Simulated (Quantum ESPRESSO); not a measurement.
# PtS2 (P-3m1) in Quantum ESPRESSO: further runs

Runs on PtS2. Level: LDA. Tasks: single point, equation of state.

All numbers are computed with Quantum ESPRESSO 7.5; they aren't measurements. Logs are shortened: lines on timing, memory, paths and dates and some standing lists are left out, and cuts for length are marked.

### Step 1. The crystal as given

It takes space group P-3m1 (No. 164, trigonal). Conventional cell: a = 3.543 Å, b = 3.543 Å, c = 5.039 Å, α = 90.00°, β = 90.00°, γ = 120.00°. Pt (site symmetry -3m) has 6 S at 2.34 Å as nearest neighbours. Around S (site symmetry 3m) lie 3 Pt at 2.34 Å.

### Step 2. Single point, LDA, 17.17 Å³/atom

The input, pw.in:

```
&CONTROL
  calculation = 'scf'
  prefix = 'pwscf'
  outdir = './tmp'
  pseudo_dir = './pseudo'
  tprnfor = .true.
  tstress = .true.
  disk_io = 'nowf'
/
&SYSTEM
  ibrav = 0
  nat = 3
  ntyp = 2
  ecutwfc = 76
  nbnd = 22
  occupations = 'smearing'
  smearing = 'fd'
  degauss = 0.00367493
/
&ELECTRONS
  conv_thr = 6d-10
  electron_maxstep = 120
  mixing_beta = 0.5
/
ATOMIC_SPECIES
Pt   195.0840 Pt.upf
S     32.0600 S.upf
CELL_PARAMETERS angstrom
   3.4708695004    0.0000000000    0.0000000000
  -1.7354347502    3.0058611606    0.0000000000
   0.0000000000    0.0000000000    4.9359384846
ATOMIC_POSITIONS crystal
Pt     0.0000000000    0.0000000000    0.0000000000
S      0.6666666667    0.3333333333    0.7730000000
S      0.3333333333    0.6666666667    0.2270000000
K_POINTS automatic
9 9 5 0 0 0
```

Potentials or basis: PseudoDojo 0.4.1 SR LDA standard.

Run with:

```sh
$ OMP_NUM_THREADS=1 pw.x -in pw.in > pw.out
```

pw.out:

```text
This program is part of the open-source Quantum ESPRESSO suite
     for quantum simulation of materials; please cite
[... 6 lines left out ...]
     using ibrav=0 with symmetry is DISCOURAGED, use correct ibrav instead

     G-vector sticks info
     --------------------
     sticks:   dense  smooth     PW     G-vecs:    dense   smooth      PW
     Sum         913     913    253                31167    31167    4815

     Using Slab Decomposition

     bravais-lattice index     =            0
     lattice parameter (alat)  =       6.5590  a.u.
     unit-cell volume          =     347.5150 (a.u.)^3
     number of atoms/cell      =            3
     number of atomic types    =            2
     number of electrons       =        30.00
     number of Kohn-Sham states=           22
     kinetic-energy cutoff     =      76.0000  Ry
     charge density cutoff     =     304.0000  Ry
     scf convergence threshold =      6.0E-10
     mixing beta               =       0.5000
     number of iterations used =            8  plain     mixing
     Exchange-correlation= SLA  PW   NOGX NOGC
                           (   1   4   0   0   0   0   0)

     celldm(1)=   6.558993  celldm(2)=   0.000000  celldm(3)=   0.000000
     celldm(4)=   0.000000  celldm(5)=   0.000000  celldm(6)=   0.000000

     crystal axes: (cart. coord. in units of alat)
               a(1) = (   1.000000   0.000000   0.000000 )
               a(2) = (  -0.500000   0.866025   0.000000 )
               a(3) = (   0.000000   0.000000   1.422104 )

     reciprocal axes: (cart. coord. in units 2 pi/alat)
               b(1) = (  1.000000  0.577350 -0.000000 )
               b(2) = (  0.000000  1.154701  0.000000 )
               b(3) = (  0.000000 -0.000000  0.703183 )

     PseudoPot. # 1 for Pt read from file:
     Pt.upf
     Pseudo is Norm-conserving + core correction, Zval = 18.0
     Generated using ONCVPSP code by D. R. Hamann
     Using radial grid of 1340 points,  8 beta functions with:
                l(1) =   0
                l(2) =   0
                l(3) =   1
                l(4) =   1
                l(5) =   2
                l(6) =   2
                l(7) =   3
                l(8) =   3

     PseudoPot. # 2 for S  read from file:
     S.upf
     Pseudo is Norm-conserving + core correction, Zval =  6.0
     Generated using ONCVPSP code by D. R. Hamann
     Using radial grid of 1132 points,  6 beta functions with:
                l(1) =   0
                l(2) =   0
                l(3) =   1
                l(4) =   1
                l(5) =   2
                l(6) =   2

     atomic species   valence    mass     pseudopotential
     Pt               18.00   195.08400     Pt( 1.00)
     S                 6.00    32.06000     S ( 1.00)

     12 Sym. Ops., with inversion, found

   Cartesian axes

     site n.     atom                  positions (alat units)
         1        Pt     tau(   1) = (   0.0000000   0.0000000   0.0000000  )
         2        S      tau(   2) = (   0.5000000   0.2886751   1.0992866  )
         3        S      tau(   3) = (  -0.0000000   0.5773503   0.3228177  )

     number of k points=    50  Fermi-Dirac smearing, width (Ry)=  0.0037
                       cart. coord. in units 2pi/alat
        k(    1) = (   0.0000000   0.0000000   0.0000000), wk =   0.0049383
        k(    2) = (   0.0000000   0.0000000   0.1406367), wk =   0.0098765
        k(    3) = (   0.0000000   0.0000000   0.2812733), wk =   0.0098765
        k(    4) = (   0.0000000   0.1283001   0.0000000), wk =   0.0296296
        k(    5) = (   0.0000000   0.1283001   0.1406367), wk =   0.0296296
        k(    6) = (   0.0000000   0.1283001   0.2812733), wk =   0.0296296
[... 42 lines left out ...]
        k(   49) = (  -0.2222222   0.5132002  -0.1406367), wk =   0.0592593
        k(   50) = (  -0.2222222   0.5132002  -0.2812733), wk =   0.0592593

     Dense  grid:    31167 G-vectors     FFT dimensions: (  40,  40,  54)

     Initial potential from superposition of free atoms

     starting charge      29.9998, renormalised to      30.0000
     Starting wfcs are   18 randomized atomic wfcs +    4 random wfcs

     Self-consistent Calculation

     iteration #  1     ecut=    76.00 Ry     beta= 0.50
     Davidson diagonalization with overlap
     ethr =  1.00E-02,  avg # of iterations =  6.2

     total energy              =    -305.48868294 Ry
     estimated scf accuracy    <       0.44625729 Ry

     iteration #  2     ecut=    76.00 Ry     beta= 0.50
     Davidson diagonalization with overlap
     ethr =  1.49E-03,  avg # of iterations =  2.1

     total energy              =    -305.60277340 Ry
     estimated scf accuracy    <       0.50803878 Ry

     iteration #  3     ecut=    76.00 Ry     beta= 0.50
     Davidson diagonalization with overlap
     ethr =  1.49E-03,  avg # of iterations =  1.6

     total energy              =    -305.68553222 Ry
     estimated scf accuracy    <       0.00461942 Ry

     iteration #  4     ecut=    76.00 Ry     beta= 0.50
     Davidson diagonalization with overlap
     ethr =  1.54E-05,  avg # of iterations =  7.5

     total energy              =    -305.68637391 Ry
     estimated scf accuracy    <       0.00079206 Ry

     iteration #  5     ecut=    76.00 Ry     beta= 0.50
     Davidson diagonalization with overlap
     ethr =  2.64E-06,  avg # of iterations =  3.7

     total energy              =    -305.68646010 Ry
     estimated scf accuracy    <       0.00000703 Ry

     iteration #  6     ecut=    76.00 Ry     beta= 0.50
     Davidson diagonalization with overlap
     ethr =  2.34E-08,  avg # of iterations =  3.3

     total energy              =    -305.68646436 Ry
     estimated scf accuracy    <       0.00000122 Ry

     iteration #  7     ecut=    76.00 Ry     beta= 0.50
     Davidson diagonalization with overlap
     ethr =  4.07E-09,  avg # of iterations =  2.0

     total energy              =    -305.68646459 Ry
     estimated scf accuracy    <       0.00000002 Ry

     iteration #  8     ecut=    76.00 Ry     beta= 0.50
     Davidson diagonalization with overlap
     ethr =  6.80E-11,  avg # of iterations =  3.7

     total energy              =    -305.68646459 Ry
     estimated scf accuracy    <       0.00000002 Ry

     iteration #  9     ecut=    76.00 Ry     beta= 0.50
     Davidson diagonalization with overlap
     ethr =  5.68E-11,  avg # of iterations =  1.9

     End of self-consistent calculation

          k = 0.0000 0.0000 0.0000 (  3859 PWs)   bands (ev):

   -88.0641 -42.1995 -42.1995 -42.0199  -4.2160  -0.5002   4.2948   4.2948
     4.4570   7.5594   7.5594  10.0274  10.7521  10.7521  11.7576  14.5600
    14.5600  16.5162  17.9622  19.6629  19.6629  24.0786

          k = 0.0000 0.0000 0.1406 (  3848 PWs)   bands (ev):

   -88.0641 -42.1995 -42.1995 -42.0198  -4.1239  -0.7943   4.3017   4.3017
     4.9147   7.5497   7.5497   9.8279  10.6787  10.6787  11.4932  14.7436
    14.7436  16.5978  18.6081  19.5878  19.5878  23.0139

          k = 0.0000 0.0000 0.2813 (  3872 PWs)   bands (ev):

   -88.0641 -42.1995 -42.1995 -42.0199  -3.9496  -1.2467   4.3130   4.3130
     5.7311   7.5347   7.5347   9.2928  10.5656  10.5656  11.1837  15.0636
    15.0636  17.0380  19.4010  19.4010  19.4474  21.6031

          k = 0.0000 0.1283 0.0000 (  3877 PWs)   bands (ev):

   -88.0641 -42.2033 -42.2005 -42.0194  -4.0308  -0.6407   4.4184   4.4575
     4.6372   7.3078   7.4319   9.5407  10.7059  10.7588  11.8969  13.7884
    14.4120  17.3525  18.5892  19.4349  20.2393  22.7866

          k = 0.0000 0.1283 0.1406 (  3874 PWs)   bands (ev):

   -88.0641 -42.2033 -42.2005 -42.0194  -3.9401  -0.8881   4.3086   4.4136
     5.1763   7.2665   7.4331   9.5025  10.3747  10.8215  11.8886  14.1234
    14.2381  17.2620  18.5896  19.8291  20.4927  21.9490

          k = 0.0000 0.1283 0.2813 (  3883 PWs)   bands (ev):

   -88.0641 -42.2033 -42.2005 -42.0195  -3.7655  -1.2943   4.2859   4.4266
     5.8744   7.2496   7.4054   9.5103   9.8216  10.7246  11.7633  14.2683
    14.5024  17.5915  18.7335  20.2113  20.2894  20.9472

          k = 0.0000 0.2566 0.0000 (  3870 PWs)   bands (ev):

   -88.0639 -42.2129 -42.2029 -42.0182  -3.5101  -0.9647   4.7350   4.7737
     5.1957   6.5529   7.2320   8.8035  10.4536  10.4921  11.4926  13.4478
    14.3724  17.4137  19.6250  20.3653  21.1063  21.2055

          k = 0.0000 0.2566 0.1406 (  3885 PWs)   bands (ev):

   -88.0639 -42.2129 -42.2029 -42.0182  -3.4314  -1.1001   4.3998   4.7118
     5.7718   6.4108   7.2556   8.7922  10.5398  10.6530  12.0050  13.0245
    13.9703  17.0755  19.1667  20.3485  21.6270  21.8663

          k = 0.0000 0.2566 0.2813 (  3881 PWs)   bands (ev):

   -88.0639 -42.2129 -42.2029 -42.0183  -3.2583  -1.4034   4.2924   4.7186
     6.0353   6.6021   7.2200   8.8686  10.5551  10.6960  11.5814  13.0969
    13.9504  17.2653  19.1635  19.8754  21.7763  21.8550

          k = 0.0000 0.3849 0.0000 (  3878 PWs)   bands (ev):

   -88.0636 -42.2237 -42.2056 -42.0168  -2.7799  -1.3013   4.6249   5.0641
     5.9450   6.0963   7.3065   8.4442   9.7494   9.7819  10.5157  13.6706
    14.6751  17.1615  19.3888  20.4176  20.5614  21.4546

          k = 0.0000 0.3849 0.1406 (  3883 PWs)   bands (ev):

   -88.0636 -42.2237 -42.2056 -42.0168  -2.7471  -1.3014   4.3192   5.0185
     5.5842   6.5769   7.3673   8.4829   9.8724   9.9185  11.3124  12.9697
    14.2402  16.9800  18.4063  21.1346  21.2222  22.1894

          k = 0.0000 0.3849 0.2813 (  3891 PWs)   bands (ev):

   -88.0636 -42.2237 -42.2056 -42.0169  -2.6010  -1.4770   4.1872   5.0004
     5.4314   6.9150   7.3559   8.6172   9.8312  10.0120  11.3450  13.1101
    13.9521  16.9968  18.1563  20.4694  22.0534  22.6618
[... 183 lines left out ...]
   -88.0635 -42.2309 -42.2074 -42.0159  -2.0533  -1.6180   3.8613   5.1935
     6.4019   6.6095   7.8625   8.3651   8.8678   9.1934   9.5560  14.4072
    14.7095  16.8664  18.2951  20.5084  20.6321  22.1624

          k = 0.0000 0.5132-0.2813 (  3893 PWs)   bands (ev):

   -88.0635 -42.2308 -42.2074 -42.0160  -2.0897  -1.5166   3.6823   5.1342
     6.0529   6.7045   7.9344   8.4345   8.9917   9.0782  10.3261  14.2196
    14.5998  16.7775  17.8973  19.6848  21.9726  22.0986

          k =-0.1111 0.3208-0.1406 (  3880 PWs)   bands (ev):

   -88.0637 -42.2191 -42.2058 -42.0173  -2.9466  -1.3357   4.7593   4.9337
     5.7014   6.5308   6.8763   8.6132   9.8570  10.1788  10.9080  13.9088
    14.0180  18.0891  19.3746  19.7760  21.1107  21.4783

          k =-0.1111 0.3208-0.2813 (  3891 PWs)   bands (ev):

   -88.0637 -42.2191 -42.2058 -42.0173  -2.7857  -1.5408   4.4685   4.8689
     5.8212   6.8029   6.8858   8.6981  10.1607  10.5041  10.6401  13.3320
    14.0076  18.1451  19.0419  20.3142  20.9633  21.8071

          k =-0.1111 0.4491-0.1406 (  3891 PWs)   bands (ev):

   -88.0635 -42.2274 -42.2088 -42.0161  -2.2137  -1.5859   4.3178   5.1197
     6.0519   6.5370   7.2293   8.4475   8.8840   9.6585  10.2374  14.0717
    14.3377  17.4006  19.0969  20.3721  20.6525  21.8520

          k =-0.1111 0.4491-0.2813 (  3885 PWs)   bands (ev):

   -88.0635 -42.2273 -42.2088 -42.0162  -2.1343  -1.6295   4.1252   5.0032
     5.8246   6.8899   7.2145   8.4975   8.9753   9.8965  10.3365  13.8059
    14.4460  17.4361  18.5908  20.2051  21.5576  21.9283

          k =-0.2222 0.5132-0.1406 (  3903 PWs)   bands (ev):

   -88.0634 -42.2270 -42.2153 -42.0156  -1.7831  -1.6523   4.3111   5.0323
     5.6442   6.7656   7.1838   8.1988   8.6607   9.7414  10.5062  13.3874
    13.8916  17.9569  19.5483  20.4227  20.8571  22.2616

          k =-0.2222 0.5132-0.2813 (  3900 PWs)   bands (ev):

   -88.0634 -42.2270 -42.2153 -42.0156  -1.7789  -1.6230   4.2274   4.8890
     5.7719   6.7945   7.2211   8.2103   8.4987   9.9041  10.1144  13.7821
    14.4985  18.3430  19.0895  20.4945  20.7783  21.7054

     the Fermi energy is    12.4542 ev

!    total energy              =    -305.68646459 Ry
     estimated scf accuracy    <          2.7E-10 Ry
     smearing contrib. (-TS)   =      -0.00000043 Ry
     internal energy E=F+TS    =    -305.68646416 Ry

     The total energy is F=E-TS. E is the sum of the following terms:
     one-electron contribution =    -150.71360392 Ry
     hartree contribution      =      87.58355214 Ry
     xc contribution           =     -60.21743731 Ry
     ewald contribution        =    -182.33897507 Ry

     convergence has been achieved in   9 iterations

     Forces acting on atoms (cartesian axes, Ry/au):

     atom    1 type  1   force =     0.00000000   -0.00000000    0.00000000
     atom    2 type  2   force =     0.00000000    0.00000000   -0.07088909
     atom    3 type  2   force =     0.00000000    0.00000000    0.07088909

     Total force =     0.100252     Total SCF correction =     0.000038

     Computing stress (Cartesian axis) and pressure

          total   stress  (Ry/bohr**3)                   (kbar)     P=      147.86
   0.00113530   0.00000000  -0.00000000          167.01        0.00       -0.00
   0.00000000   0.00113530  -0.00000000            0.00      167.01       -0.00
  -0.00000000  -0.00000000   0.00074482           -0.00       -0.00      109.57

=------------------------------------------------------------------------------=
   JOB DONE.
=------------------------------------------------------------------------------=
```

Run time: 56 s. Hardware: 1 thread of Arm Neoverse V2, shared host; peak memory 0.14 GiB.

What came out:

```yaml
Free_energy: -4159.0762 eV
Pressure: 14.8 GPa
Largest_force: 1.823 eV/Å
Band_gap_on_the_k_mesh: 0.96 eV, indirect (least direct gap 1.02 eV)
```

Caveat: spin-orbit coupling is left out, which moves the levels of the heavy elements; an odd mesh through Γ misses points on the zone boundary, where band edges often lie; forces of over 1 eV/Å show positions far from the minimum, so gaps and moduli don't describe the material at rest.

### Step 3. Single point, LDA, 17.53 Å³/atom

Changes to pw.in since step 2:

```diff
@@ -28,5 +28,5 @@
 CELL_PARAMETERS angstrom
-   3.4708695004    0.0000000000    0.0000000000
-  -1.7354347502    3.0058611606    0.0000000000
-   0.0000000000    0.0000000000    4.9359384846
+   3.4953130487    0.0000000000    0.0000000000
+  -1.7476565244    3.0270298944    0.0000000000
+   0.0000000000    0.0000000000    4.9706997601
 ATOMIC_POSITIONS crystal
```

Potentials or basis: PseudoDojo 0.4.1 SR LDA standard.

Run with:

```sh
$ OMP_NUM_THREADS=1 pw.x -in pw.in > pw.out
```

It took 57 s on 1 thread of Arm Neoverse V2, shared host; peak memory 0.14 GiB.

It converged, with:

```yaml
Free_energy: -4159.1639 eV
Pressure: 10.5 GPa
Largest_force: 1.449 eV/Å
Band_gap_on_the_k_mesh: 0.94 eV, indirect (least direct gap 1.00 eV)
```

Caveat: spin-orbit coupling is left out, which moves the levels of the heavy elements; an odd mesh through Γ misses points on the zone boundary, where band edges often lie; forces of over 1 eV/Å show positions far from the minimum, so gaps and moduli don't describe the material at rest.

### Step 4. Single point, LDA, 17.90 Å³/atom

Changes to pw.in since step 3:

```diff
@@ -28,5 +28,5 @@
 CELL_PARAMETERS angstrom
-   3.4953130487    0.0000000000    0.0000000000
-  -1.7476565244    3.0270298944    0.0000000000
-   0.0000000000    0.0000000000    4.9706997601
+   3.5194194177    0.0000000000    0.0000000000
+  -1.7597097089    3.0479066223    0.0000000000
+   0.0000000000    0.0000000000    5.0049815314
 ATOMIC_POSITIONS crystal
```

Run with:

```sh
$ OMP_NUM_THREADS=1 pw.x -in pw.in > pw.out
```

Wall time 58 s (1 thread of Arm Neoverse V2, shared host); peak memory 0.15 GiB.

It converged, with:

* Free energy: -4159.2236 eV
* Pressure: 6.6 GPa
* Largest force: 1.105 eV/Å
* Band gap on the k mesh: 0.92 eV, indirect (least direct gap 0.97 eV)

Caveat: spin-orbit coupling is left out, which moves the levels of the heavy elements; an odd mesh through Γ misses points on the zone boundary, where band edges often lie; forces of over 1 eV/Å show positions far from the minimum, so gaps and moduli don't describe the material at rest.

### Step 5. Single point, LDA, 18.26 Å³/atom

Changes to pw.in since step 4:

```diff
@@ -28,5 +28,5 @@
 CELL_PARAMETERS angstrom
-   3.5194194177    0.0000000000    0.0000000000
-  -1.7597097089    3.0479066223    0.0000000000
-   0.0000000000    0.0000000000    5.0049815314
+   3.5432000000    0.0000000000    0.0000000000
+  -1.7716000000    3.0685012107    0.0000000000
+   0.0000000000    0.0000000000    5.0388000000
 ATOMIC_POSITIONS crystal
```

Run with:

```sh
$ OMP_NUM_THREADS=1 pw.x -in pw.in > pw.out
```

Wall time 65 s (1 thread of Arm Neoverse V2, shared host); peak memory 0.15 GiB.

It converged, with:

* Free energy: -4159.2583 eV
* Pressure: 3.1 GPa
* Largest force: 0.788 eV/Å
* Band gap on the k mesh: 0.90 eV, indirect (least direct gap 0.95 eV)

Caveat: spin-orbit coupling is left out, which moves the levels of the heavy elements; an odd mesh through Γ misses points on the zone boundary, where band edges often lie.

### Step 6. Single point, LDA, 18.63 Å³/atom

Changes to pw.in since step 5:

```diff
@@ -28,5 +28,5 @@
 CELL_PARAMETERS angstrom
-   3.5432000000    0.0000000000    0.0000000000
-  -1.7716000000    3.0685012107    0.0000000000
-   0.0000000000    0.0000000000    5.0388000000
+   3.5666655845    0.0000000000    0.0000000000
+  -1.7833327923    3.0888230030    0.0000000000
+   0.0000000000    0.0000000000    5.0721705089
 ATOMIC_POSITIONS crystal
```

Potentials or basis: PseudoDojo 0.4.1 SR LDA standard.

Run with:

```sh
$ OMP_NUM_THREADS=1 pw.x -in pw.in > pw.out
```

Wall time 60 s (1 thread of Arm Neoverse V2, shared host); peak memory 0.15 GiB.

It converged, with:

* Free energy: -4159.2706 eV
* Pressure: 0.1 GPa
* Largest force: 0.496 eV/Å
* Band gap on the k mesh: 0.88 eV, indirect (least direct gap 0.93 eV)

Caveat: spin-orbit coupling is left out, which moves the levels of the heavy elements; an odd mesh through Γ misses points on the zone boundary, where band edges often lie.

### Step 7. Single point, LDA, 18.99 Å³/atom

Changes to pw.in since step 6:

```diff
@@ -28,5 +28,5 @@
 CELL_PARAMETERS angstrom
-   3.5666655845    0.0000000000    0.0000000000
-  -1.7833327923    3.0888230030    0.0000000000
-   0.0000000000    0.0000000000    5.0721705089
+   3.5898263996    0.0000000000    0.0000000000
+  -1.7949131998    3.1088808573    0.0000000000
+   0.0000000000    0.0000000000    5.1051076040
 ATOMIC_POSITIONS crystal
```

Run with:

```sh
$ OMP_NUM_THREADS=1 pw.x -in pw.in > pw.out
```

Run time: 60 s. Hardware: 1 thread of Arm Neoverse V2, shared host; peak memory 0.15 GiB.

The run converged. Its results:

```yaml
Free_energy: -4159.2629 eV
Pressure: -2.7 GPa
Largest_force: 0.226 eV/Å
Band_gap_on_the_k_mesh: 0.86 eV, indirect (least direct gap 0.91 eV)
```

Caveat: spin-orbit coupling is left out, which moves the levels of the heavy elements; an odd mesh through Γ misses points on the zone boundary, where band edges often lie.

### Step 8. Single point, LDA, 19.36 Å³/atom

Changes to pw.in since step 7:

```diff
@@ -28,5 +28,5 @@
 CELL_PARAMETERS angstrom
-   3.5898263996    0.0000000000    0.0000000000
-  -1.7949131998    3.1088808573    0.0000000000
-   0.0000000000    0.0000000000    5.1051076040
+   3.6126921524    0.0000000000    0.0000000000
+  -1.8063460762    3.1286831800    0.0000000000
+   0.0000000000    0.0000000000    5.1376250896
 ATOMIC_POSITIONS crystal
```

Run with:

```sh
$ OMP_NUM_THREADS=1 pw.x -in pw.in > pw.out
```

It took 61 s on 1 thread of Arm Neoverse V2, shared host; peak memory 0.16 GiB.

The run converged. Its results:

- Free energy: -4159.2375 eV
- Pressure: -5.1 GPa
- Largest force: 0.022 eV/Å
- Band gap on the k mesh: 0.84 eV, indirect (least direct gap 0.89 eV)

Caveat: spin-orbit coupling is left out, which moves the levels of the heavy elements; an odd mesh through Γ misses points on the zone boundary, where band edges often lie.

### Step 9. Equation of state, LDA

Potentials or basis: PseudoDojo 0.4.1 SR LDA standard.

No new run: the results of the series are fitted here.

Results:

```yaml
Equilibrium_volume: 18.66 Å³/atom
Bulk_modulus_at_fixed_shape_and_positions: 147 GPa
Pressure_derivative_of_the_bulk_modulus: 4.7
```

Energy against volume, from the lowest point:
```tsv
volume (Å³/atom)	energy (meV/atom)
17.165	64.79
17.531	35.56
17.896	15.66
18.261	4.10
18.626	0.00
18.992	2.55
19.357	11.05
```

Caveat: the cell was scaled at fixed shape and fractional positions, which overstates the stiffness of a crystal with free parameters, most of all of layers and chains.
